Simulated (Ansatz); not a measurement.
## BaTe (Fm-3m), clamped-ion strain scan

These are results of Ansatz, DFT PBEsol, scalar-relativistic, plane waves, PAW, not measurements. Cutoff 420 eV, Γ-centred 8×8×8 k-points, Gaussian smearing of 0.05 eV. Spin–orbit coupling is left out, which matters for the heavy elements here. No spin polarisation. Energies are free energies at this smearing, counted from the undisturbed cell; pressure is positive in compression.

The undisturbed cell (relaxed at this level):

```
CELL_PARAMETERS angstrom
0.00000 3.47140 3.47140
3.47140 0.00000 3.47140
3.47140 3.47140 0.00000
ATOMIC_POSITIONS crystal
Ba 0.00000 0.00000 0.00000
Te 0.50000 0.50000 0.50000
```

The cell is strained by ε times the Voigt pattern (0, 0, 0, 0, 1, 0) (xx, yy, zz, yz, xz, xy; engineering shear) with fractional coordinates fixed.

```tsv
ε	ΔE (meV/atom)	stress summed along the pattern (GPa, tension positive)	pressure (GPa)	gap on the mesh (eV)
-0.0400	2.3	-0.44	0.0	1.39
-0.0200	0.6	?	0.0	1.43
0.0000	0.0	0.00	0.0	1.46
0.0100	0.1	0.11	0.0	1.45
0.0250	0.9	0.28	0.0	1.42
0.0300	1.3	0.33	0.0	?
0.0350	1.8	0.39	0.0	1.40
```

By symmetry 0.0400 repeats -0.0400, -0.0300 repeats 0.0300, 0.0200 repeats -0.0200, -0.0100 repeats 0.0100 in energy; the slope of the energy along the path changes sign there.

Problem. Give the withheld values.

Solution. stress summed along the pattern (GPa, tension positive) at ε = -0.0200: -0.22; gap on the mesh (eV) at ε = 0.0300: 1.41.